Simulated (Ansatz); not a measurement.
# MgO (Fm-3m), random displacements

Method: Ansatz 0.2.0, DFT PBE, scalar-relativistic, plane waves, PAW. The runs took a 420 eV cutoff, a Γ-centred 6×6×6 mesh and Gaussian smearing (0.05 eV). No spin polarisation. Energies are free energies at this smearing, counted from the undisturbed cell; pressure is positive in compression.

The undisturbed cell (as given, not relaxed at this level):

```yaml
crystal:
  lattice:
    - [4.27030, 0.00000, 0.00000]
    - [0.00000, -4.27030, 0.00000]
    - [0.00000, 0.00000, -4.27030]
  atoms:
    - { symbol: Mg, position: [0.00000, 0.50000, 0.50000] }
    - { symbol: Mg, position: [0.50000, 0.00000, 0.50000] }
    - { symbol: Mg, position: [0.50000, 0.50000, 0.00000] }
    - { symbol: Mg, position: [0.00000, 0.00000, 0.00000] }
    - { symbol: O, position: [0.50000, 0.00000, 0.00000] }
    - { symbol: O, position: [0.00000, 0.50000, 0.00000] }
    - { symbol: O, position: [0.00000, 0.00000, 0.50000] }
    - { symbol: O, position: [0.50000, 0.50000, 0.50000] }
```

The atoms are displaced (Å, in the unstrained cell):

```tsv
atom	ux	uy	uz
Mg1	0.036	0.125	-0.043
Mg2	0.002	0.025	-0.107
Mg3	-0.015	0.124	0.201
Mg4	0.145	-0.128	-0.095
O5	-0.088	0.042	-0.028
O6	-0.168	-0.003	-0.019
O7	0.070	-0.055	0.257
O8	0.018	-0.129	-0.166
```

The cell is not strained.

What are the energy change, the stress and the forces?

ΔE = 236.6 meV/atom; stress (xx, yy, zz, yz, xz, xy; compression positive) (4.49, 3.69, 20.64, -0.92, 0.33, 0.05) GPa; gap on the mesh 4.17 eV.
```
atom Fx (eV/Å) Fy Fz
 Mg1      -0.54  -1.74   0.73
 Mg2       0.43   0.19   1.31
 Mg3       0.14  -1.14  -3.92
 Mg4      -1.83   1.44   2.19
  O5       1.16  -0.68   0.56
  O6       1.62   0.18   0.52
  O7      -0.58   0.35  -4.43
  O8      -0.40   1.40   3.04
```

Cost: 1 run of about 0.82 core-minutes, on Intel Xeon Processor @ 2.50GHz (Skylake/Cascade Lake) (shared hosts).